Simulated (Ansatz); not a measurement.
# CeO2: the cost of one run

Method: DFT PBE, scalar-relativistic, plane waves, PAW, in Ansatz 0.2.0.

2 further runs of the same task are left out: 2 that didn't finish. Runs told in other sessions of the task aren't counted.

## Step 1: The system as given

It takes space group Fm-3m (No. 225, cubic). Conventional cell: a = 5.464 Å, b = 5.464 Å, c = 5.464 Å, α = 90.00°, β = 90.00°, γ = 90.00°. Around Ce (site symmetry m-3m) lie 8 O at 2.37 Å. Around O (site symmetry -43m) lie 4 Ce at 2.37 Å.

Coordinates:

```cif
data_structure
_symmetry_space_group_name_H-M 'Fm-3m'
_symmetry_Int_Tables_number 225
_cell_length_a 5.4642
_cell_length_b 5.4642
_cell_length_c 5.4642
_cell_angle_alpha 90.000
_cell_angle_beta 90.000
_cell_angle_gamma 90.000
_cell_volume 163.14
loop_
_atom_site_label
_atom_site_type_symbol
_atom_site_symmetry_multiplicity
_atom_site_Wyckoff_symbol
_atom_site_fract_x
_atom_site_fract_y
_atom_site_fract_z
_atom_site_occupancy
Ce1 Ce 4 a 0.00000 0.00000 0.00000 1
O1 O 8 c 0.75000 0.25000 0.75000 1
```

This cell comes from an earlier session at PBE: 13.595 Å³/atom at 0.01 GPa, on a 10×10×10 mesh.

The changes: atom 1 (Ce) moved 0.12 Å along z; atom 2 (O) moved 0.02 Å along z; strain e2 = +0.01, atoms carried along; strain e2 = -0.01, atoms carried along; all atoms moved at random (σ = 0.15 Å), cell strained at random (1 %); all atoms moved at random (σ = 0.15 Å), cell strained at random (1 %).

## Step 2: Atom 1 (Ce) moved 0.12 Å along z

The input, input.yaml:

```yaml
crystal:
  lattice:
    - [1.9316244551, 1.1152238991, 3.1555473298]
    - [-1.9316244551, 1.1152238991, 3.1555473298]
    - [0.0, -2.2304477983, 3.1555473297]
  atoms:
    - { symbol: Ce, position: [0.0126760894, 0.0126760894, 0.0126760894] }
    - { symbol: O, position: [0.2499945096, 0.2499945096, 0.2499945096] }
    - { symbol: O, position: [0.7500054904, 0.7500054904, 0.7500054904] }
basis:
  ecutwfc: 420
  ecutrho_ratio: 4
kpoints:
  mp_grid: { grid: [10, 10, 10] }
hamiltonian:
  xc: pbe
scf:
  occupations: { method: gaussian, width: 0.05 }
output:
  forces: true
  stress: true
  eigenvalues: true
  write_density: true
  write_potential: true
  elf: true
  volumetric_format: npy
```

On the command line:

```console
> ansatz run input.yaml --threads 2 --pin off --max-ram 2662MiB --backend cpu --events-out ev --progress --plain --runs-dir out
```

**Question.** How long does this run take on 2 threads of Arm Neoverse V2, shared host, and how much memory does it need?

About 6.1 s, with a peak of 0.41 GiB.
